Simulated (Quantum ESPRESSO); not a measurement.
# WC (F-43m) in Quantum ESPRESSO: a series of runs, part 2 of 3

Quantum ESPRESSO 7.5.

## 3. Phonons, PBE

File pw.in:

```
&CONTROL
  calculation = 'scf'
  prefix = 'pwscf'
  outdir = './tmp'
  pseudo_dir = './pseudo'
  tprnfor = .true.
  tstress = .true.
  disk_io = 'low'
/
&SYSTEM
  ibrav = 0
  nat = 2
  ntyp = 2
  ecutwfc = 52
  ecutrho = 312
  nbnd = 15
  occupations = 'smearing'
  smearing = 'mv'
  degauss = 0.01469973
/
&ELECTRONS
  conv_thr = 4d-10
  electron_maxstep = 120
  mixing_beta = 0.5
/
ATOMIC_SPECIES
W    183.8400 W.GGA_PBE-JTH.UPF
C     12.0110 C.GGA_PBE-JTH.UPF
CELL_PARAMETERS bohr
   0.0000000000    4.3503557080    4.3503557080
   4.3503557080    0.0000000000    4.3503557080
   4.3503557080    4.3503557080    0.0000000000
ATOMIC_POSITIONS bohr
W      0.0000000000    0.0000000000    0.0000000000
C      6.5255335620    6.5255335620    6.5255335620
K_POINTS automatic
8 8 8 0 0 0
```

File scf2.in:

```
&CONTROL
  calculation = 'scf'
  prefix = 'pwscf'
  outdir = './tmp'
  pseudo_dir = './pseudo'
  tprnfor = .true.
  tstress = .true.
  disk_io = 'low'
/
&SYSTEM
  ibrav = 0
  nat = 2
  ntyp = 2
  ecutwfc = 52
  ecutrho = 312
  nbnd = 15
  occupations = 'smearing'
  smearing = 'mv'
  degauss = 0.01469973
/
&ELECTRONS
  conv_thr = 1d-13
  electron_maxstep = 120
  mixing_beta = 0.5
  startingpot = 'file'
  startingwfc = 'file'
/
ATOMIC_SPECIES
W    183.8400 W.GGA_PBE-JTH.UPF
C     12.0110 C.GGA_PBE-JTH.UPF
CELL_PARAMETERS bohr
   0.0000000000    4.3503557080    4.3503557080
   4.3503557080    0.0000000000    4.3503557080
   4.3503557080    4.3503557080    0.0000000000
ATOMIC_POSITIONS bohr
W      0.0000000000    0.0000000000    0.0000000000
C      6.5255335620    6.5255335620    6.5255335620
K_POINTS automatic
8 8 8 0 0 0
```

File ph.in:

```
phonons of WC
&INPUTPH
  prefix = 'pwscf'
  outdir = './tmp'
  tr2_ph = 1d-18
  fildyn = 'dyn'
  niter_ph = 90
  alpha_mix(1) = 0.4
/
0.0000000000 0.0000000000 0.0000000000
```

File dynmat.in:

```
&INPUT
  fildyn = 'dyn'
  asr = 'crystal'
  filout = 'dynmat.disp'
  fileig = 'dynmat.eig'
/
```

Potentials or basis: JTH 2.0 PBE.

Started as:

```
OMP_NUM_THREADS=1 pw.x -in pw.in > pw.out
OMP_NUM_THREADS=1 pw.x -in scf2.in > scf2.out
OMP_NUM_THREADS=1 ph.x -in ph.in > ph.out
OMP_NUM_THREADS=1 dynmat.x -in dynmat.in > dynmat.out
```

pw.out:

```text
This program is part of the open-source Quantum ESPRESSO suite
     for quantum simulation of materials; please cite
         "P. Giannozzi et al., J. Phys.:Condens. Matter 21 395502 (2009);
         "P. Giannozzi et al., J. Phys.:Condens. Matter 29 465901 (2017);
         "P. Giannozzi et al., J. Chem. Phys. 152 154105 (2020);
     in publications or presentations arising from this work. More details at

     file W.GGA_PBE-JTH.UPF: wavefunction(s)  5S 6S 5P 6P 5D 0D renormalized
     file C.GGA_PBE-JTH.UPF: wavefunction(s)  0S 2P 0P renormalized
     Message from routine setup:
     using ibrav=0 with symmetry is DISCOURAGED, use correct ibrav instead

     G-vector sticks info
     --------------------
     sticks:   dense  smooth     PW     G-vecs:    dense   smooth      PW
     Sum         817     547    163                15353     8363    1459

     Using Slab Decomposition

     bravais-lattice index     =            0
     lattice parameter (alat)  =       6.1523  a.u.
     unit-cell volume          =     164.6661 (a.u.)^3
     number of atoms/cell      =            2
[... 316 lines left out ...]
          k =-0.7071 0.3536 0.0000 (  1048 PWs)   bands (ev):

   -57.4496 -21.9091 -21.8550 -21.7710   5.9315  10.8967  12.2650  13.9041
    15.1081  17.3841  19.0924  21.1766  23.2419  30.1078  30.2709

     the Fermi energy is    17.2497 ev

!    total energy              =    -778.61756728 Ry
     total all-electron energy =      -778.617567 Ry
     estimated scf accuracy    <          3.0E-11 Ry
     smearing contrib. (-TS)   =      -0.00075326 Ry
     internal energy E=F+TS    =    -778.61681402 Ry

     The total energy is F=E-TS. E is the sum of the following terms:
     one-electron contribution =     -21.65876820 Ry
     hartree contribution      =      26.81088943 Ry
     xc contribution           =     -32.79092409 Ry
     ewald contribution        =    -122.03687004 Ry
     one-center paw contrib.   =    -628.94114112 Ry

     convergence has been achieved in  10 iterations

     Forces acting on atoms (cartesian axes, Ry/au):

     atom    1 type  1   force =    -0.00000000    0.00000000    0.00000000
     atom    2 type  2   force =     0.00000000    0.00000000    0.00000000

     Total force =     0.000000     Total SCF correction =     0.000000

     Computing stress (Cartesian axis) and pressure

          total   stress  (Ry/bohr**3)                   (kbar)     P=      185.28
   0.00125951  -0.00000000  -0.00000000          185.28       -0.00       -0.00
  -0.00000000   0.00125951   0.00000000           -0.00      185.28        0.00
   0.00000000   0.00000000   0.00125951            0.00        0.00      185.28

=------------------------------------------------------------------------------=
   JOB DONE.
=------------------------------------------------------------------------------=
```

scf2.out:

```text
This program is part of the open-source Quantum ESPRESSO suite
     for quantum simulation of materials; please cite
         "P. Giannozzi et al., J. Phys.:Condens. Matter 21 395502 (2009);
         "P. Giannozzi et al., J. Phys.:Condens. Matter 29 465901 (2017);
         "P. Giannozzi et al., J. Chem. Phys. 152 154105 (2020);
[... 323 lines left out ...]
  -0.00000000   0.00125946  -0.00000000           -0.00      185.27       -0.00
  -0.00000000  -0.00000000   0.00125946           -0.00       -0.00      185.27

=------------------------------------------------------------------------------=
   JOB DONE.
=------------------------------------------------------------------------------=
```

It took 4.1 min on 1 thread of Arm Neoverse V1, shared host; peak memory 0.12 GiB.

Results:

```yaml
Free_energy: -10593.6317 eV
Pressure_after_relaxing: 18.5 GPa
Band_gap_on_the_k_mesh: none (metal or under the smearing width)
Highest_phonon_frequency_at_Γ: 679 cm⁻¹
```

Levels at points of the mesh, in eV from the Fermi level:
```csv
k point,band 7,band 8,band 9,band 10,band 11,band 12
"(0.00, 0.00, 0.00)",-6.04,-6.04,-0.07,-0.07,2.82,7.89
"(0.00, 0.00, -0.50)",-5.29,-5.29,0.87,0.87,1.26,5.29
"(0.00, -0.50, -0.50)",-2.83,-2.83,-2.29,1.66,2.00,2.92
```

Phonon frequencies in cm⁻¹ (negative: imaginary):
| q point | frequencies |
| --- | --- |
| (0.000, 0.000, 0.000) | 28 28 28 679 679 679 |

Optical modes at Γ, degenerate ones joined:
```csv
cm⁻¹,components,symmetry,active in
673,3,T2,IR and Raman
```

Caveat: the mesh is thin for the phonons of a metal; the cell is more than 3 GPa from zero pressure, which shifts response properties; before the sum rule the acoustic modes lie tens of cm⁻¹ from zero, a sign that the density grid also shifts the optical modes.

## 4. Phonons, PBE

Edit pw.in of step 3 so:

```diff
@@ -13,4 +13,3 @@
   ntyp = 2
-  ecutwfc = 52
-  ecutrho = 312
+  ecutwfc = 88
   nbnd = 15
@@ -26,4 +25,4 @@
 ATOMIC_SPECIES
-W    183.8400 W.GGA_PBE-JTH.UPF
-C     12.0110 C.GGA_PBE-JTH.UPF
+W    183.8400 74_W_14_2.3_2.5_pbe_n_v1.0.upf
+C     12.0110 06_C_4_1.2_1.2_pbe_n_v1.0.upf
 CELL_PARAMETERS bohr
```

Edit scf2.in of step 3 so:

```diff
@@ -13,4 +13,3 @@
   ntyp = 2
-  ecutwfc = 52
-  ecutrho = 312
+  ecutwfc = 88
   nbnd = 15
@@ -28,4 +27,4 @@
 ATOMIC_SPECIES
-W    183.8400 W.GGA_PBE-JTH.UPF
-C     12.0110 C.GGA_PBE-JTH.UPF
+W    183.8400 74_W_14_2.3_2.5_pbe_n_v1.0.upf
+C     12.0110 06_C_4_1.2_1.2_pbe_n_v1.0.upf
 CELL_PARAMETERS bohr
```

ph.in is that of step 3.

dynmat.in is that of step 3.

Potentials or basis: SPMS 1.0 PBE.

Started as:

```
OMP_NUM_THREADS=1 pw.x -in pw.in > pw.out
OMP_NUM_THREADS=1 pw.x -in scf2.in > scf2.out
OMP_NUM_THREADS=1 ph.x -in ph.in > ph.out
OMP_NUM_THREADS=1 dynmat.x -in dynmat.in > dynmat.out
```

pw.out:

```text
This program is part of the open-source Quantum ESPRESSO suite
     for quantum simulation of materials; please cite
[... 9 lines left out ...]
     --------------------
     sticks:   dense  smooth     PW     G-vecs:    dense   smooth      PW
     Sum         925     925    283                18197    18197    3071

     Using Slab Decomposition

     bravais-lattice index     =            0
     lattice parameter (alat)  =       6.1523  a.u.
     unit-cell volume          =     164.6661 (a.u.)^3
     number of atoms/cell      =            2
     number of atomic types    =            2
     number of electrons       =        18.00
     number of Kohn-Sham states=           15
     kinetic-energy cutoff     =      88.0000  Ry
     charge density cutoff     =     352.0000  Ry
     scf convergence threshold =      4.0E-10
     mixing beta               =       0.5000
     number of iterations used =            8  plain     mixing
     Exchange-correlation= PBE
                           (   1   4   3   4   0   0   0)

     celldm(1)=   6.152332  celldm(2)=   0.000000  celldm(3)=   0.000000
     celldm(4)=   0.000000  celldm(5)=   0.000000  celldm(6)=   0.000000

     crystal axes: (cart. coord. in units of alat)
               a(1) = (   0.000000   0.707107   0.707107 )
               a(2) = (   0.707107   0.000000   0.707107 )
               a(3) = (   0.707107   0.707107   0.000000 )

     reciprocal axes: (cart. coord. in units 2 pi/alat)
               b(1) = ( -0.707107  0.707107  0.707107 )
               b(2) = (  0.707107 -0.707107  0.707107 )
               b(3) = (  0.707107  0.707107 -0.707107 )

     PseudoPot. # 1 for W  read from file:
     74_W_14_2.3_2.5_pbe_n_v1.0.upf
     Pseudo is Norm-conserving + core correction, Zval = 14.0
     Generated using ONCVPSP code by D. R. Hamann
     Using radial grid of 1408 points,  8 beta functions with:
                l(1) =   0
                l(2) =   0
                l(3) =   1
                l(4) =   1
                l(5) =   2
                l(6) =   2
                l(7) =   3
                l(8) =   3

     PseudoPot. # 2 for C  read from file:
     06_C_4_1.2_1.2_pbe_n_v1.0.upf
     Pseudo is Norm-conserving + core correction, Zval =  4.0
     Generated using ONCVPSP code by D. R. Hamann
     Using radial grid of 1246 points,  4 beta functions with:
                l(1) =   0
                l(2) =   0
                l(3) =   1
                l(4) =   1

     atomic species   valence    mass     pseudopotential
     W                14.00   183.84000     W ( 1.00)
     C                 4.00    12.01100     C ( 1.00)

     24 Sym. Ops. (no inversion) found

   Cartesian axes

     site n.     atom                  positions (alat units)
         1        W      tau(   1) = (   0.0000000   0.0000000   0.0000000  )
         2        C      tau(   2) = (   1.0606602   1.0606602   1.0606602  )

     number of k points=    29  Marzari-Vanderbilt smearing, width (Ry)=  0.0147
                       cart. coord. in units 2pi/alat
        k(    1) = (   0.0000000   0.0000000   0.0000000), wk =   0.0039062
        k(    2) = (   0.0883883   0.0883883  -0.0883883), wk =   0.0312500
        k(    3) = (   0.1767767   0.1767767  -0.1767767), wk =   0.0312500
        k(    4) = (   0.2651650   0.2651650  -0.2651650), wk =   0.0312500
        k(    5) = (  -0.3535534  -0.3535534   0.3535534), wk =   0.0156250
        k(    6) = (   0.1767767   0.0000000   0.0000000), wk =   0.0234375
[... 21 lines left out ...]
        k(   28) = (  -0.7071068   0.1767767  -0.0000000), wk =   0.0468750
        k(   29) = (  -0.7071068   0.3535534   0.0000000), wk =   0.0234375

     Dense  grid:    18197 G-vectors     FFT dimensions: (  40,  40,  40)

     Initial potential from superposition of free atoms

     starting charge      17.9994, renormalised to      18.0000
     Starting wfcs are   14 randomized atomic wfcs +    1 random wfcs

     Self-consistent Calculation

     iteration #  1     ecut=    88.00 Ry     beta= 0.50
     Davidson diagonalization with overlap
     ethr =  1.00E-02,  avg # of iterations =  5.2

     total energy              =    -163.48860044 Ry
     estimated scf accuracy    <       0.63518747 Ry
[... 57 lines left out ...]
     iteration # 10     ecut=    88.00 Ry     beta= 0.50
     Davidson diagonalization with overlap
     ethr =  3.38E-12,  avg # of iterations =  2.0

     End of self-consistent calculation

          k = 0.0000 0.0000 0.0000 (  2277 PWs)   bands (ev):

   -57.0649 -21.2381 -21.2381 -21.2381   3.4143  11.5657  11.5657  11.5657
    17.5516  17.5516  20.3973  25.4723  25.4723  25.4723  32.2985
[... 93 lines left out ...]
   -57.0395 -21.5545 -21.4621 -21.3570   6.2054  10.6991  13.8922  13.9550
    14.9920  18.1135  19.4619  22.3729  22.4036  29.2449  29.8845

          k =-0.7071 0.0000 0.0000 (  2272 PWs)   bands (ev):

   -57.0390 -21.6119 -21.3860 -21.3860   6.2278   9.7894  14.7802  14.7802
    15.3294  19.2789  19.6164  20.5422  20.5422  30.5331  31.0107

          k = 0.3536 0.1768 0.0000 (  2295 PWs)   bands (ev):
[... 26 lines left out ...]
   -57.0409 -21.5321 -21.4626 -21.3459   6.0835  11.4921  12.1000  14.0075
    15.7476  17.6574  19.8397  22.2257  23.7738  28.4694  28.6748

          k =-0.7071 0.1768-0.0000 (  2288 PWs)   bands (ev):

   -57.0390 -21.5816 -21.4173 -21.3874   6.2574  10.3013  13.9482  14.4998
    15.4157  18.1830  19.4271  21.0338  22.4925  30.4056  30.7376

          k =-0.7071 0.3536 0.0000 (  2268 PWs)   bands (ev):

   -57.0390 -21.5271 -21.4728 -21.3888   6.2876  11.2606  12.6282  14.2681
    15.4733  17.7517  19.4608  21.5442  23.6078  30.2873  30.4609

     the Fermi energy is    17.6216 ev

!    total energy              =    -163.71118362 Ry
     estimated scf accuracy    <          4.9E-12 Ry
     smearing contrib. (-TS)   =      -0.00076243 Ry
     internal energy E=F+TS    =    -163.71042119 Ry

     The total energy is F=E-TS. E is the sum of the following terms:
     one-electron contribution =     -28.89570129 Ry
     hartree contribution      =      23.72273069 Ry
     xc contribution           =     -36.50058055 Ry
     ewald contribution        =    -122.03687004 Ry

     convergence has been achieved in  10 iterations

     Forces acting on atoms (cartesian axes, Ry/au):

     atom    1 type  1   force =     0.00000000   -0.00000000   -0.00000000
     atom    2 type  2   force =     0.00000000    0.00000000    0.00000000

     Total force =     0.000000     Total SCF correction =     0.000000

     Computing stress (Cartesian axis) and pressure

          total   stress  (Ry/bohr**3)                   (kbar)     P=      181.73
   0.00123541  -0.00000000  -0.00000000          181.73       -0.00       -0.00
  -0.00000000   0.00123541  -0.00000000           -0.00      181.73       -0.00
  -0.00000000  -0.00000000   0.00123541           -0.00       -0.00      181.73

=------------------------------------------------------------------------------=
   JOB DONE.
=------------------------------------------------------------------------------=
```

scf2.out:

```text
This program is part of the open-source Quantum ESPRESSO suite
     for quantum simulation of materials; please cite
[... 9 lines left out ...]
     --------------------
     sticks:   dense  smooth     PW     G-vecs:    dense   smooth      PW
     Sum         925     925    283                18197    18197    3071
[... 303 lines left out ...]
   0.00123538   0.00000000  -0.00000000          181.73        0.00       -0.00
   0.00000000   0.00123538  -0.00000000            0.00      181.73       -0.00
  -0.00000000  -0.00000000   0.00123538           -0.00       -0.00      181.73

=------------------------------------------------------------------------------=
   JOB DONE.
=------------------------------------------------------------------------------=
```

ph.out:

```text
This program is part of the open-source Quantum ESPRESSO suite
     for quantum simulation of materials; please cite
         "P. Giannozzi et al., J. Phys.:Condens. Matter 21 395502 (2009);
         "P. Giannozzi et al., J. Phys.:Condens. Matter 29 465901 (2017);
         "P. Giannozzi et al., J. Chem. Phys. 152 154105 (2020);
     in publications or presentations arising from this work. More details at

[... 306 lines left out ...]
     freq (   4-   6) =        663.8  [cm-1]   --> T_2  G_15 P_4   I+R

     INITIALIZATION:

     DYNAMICAL MATRIX:

      Additional routines

=------------------------------------------------------------------------------=
   JOB DONE.
=------------------------------------------------------------------------------=
```

Run time: 5.2 min. Hardware: 1 thread of Arm Neoverse V1, shared host; peak memory 0.07 GiB.

What came out:

- Free energy: -2227.4041 eV
- Pressure after relaxing: 18.2 GPa
- Band gap on the k mesh: none (metal or under the smearing width)
- Highest phonon frequency at Γ: 664 cm⁻¹

Levels at points of the mesh, in eV from the Fermi level:
```
             k point  band 7  band 8  band 9  band 10  band 11  band 12
  (0.00, 0.00, 0.00)   -6.06   -6.06   -0.07    -0.07     2.78     7.85
 (0.00, 0.00, -0.50)   -5.30   -5.30    0.87     0.87     1.25     5.27
(0.00, -0.50, -0.50)   -2.84   -2.84   -2.29     1.66     1.99     2.92
```

Phonon frequencies in cm⁻¹ (negative: imaginary):
```
              q point        frequencies
(0.000, 0.000, 0.000)  1 1 1 664 664 664
```

Optical modes at Γ, degenerate ones joined:
| cm⁻¹ | components | symmetry | active in |
| --- | --- | --- | --- |
| 664 | 3 | T2 | IR and Raman |

Caveat: the mesh is thin for the phonons of a metal; the cell is more than 3 GPa from zero pressure, which shifts response properties. The run has no spin-orbit coupling, so splittings on W are missing.

(Continued in part 3 of 3.)
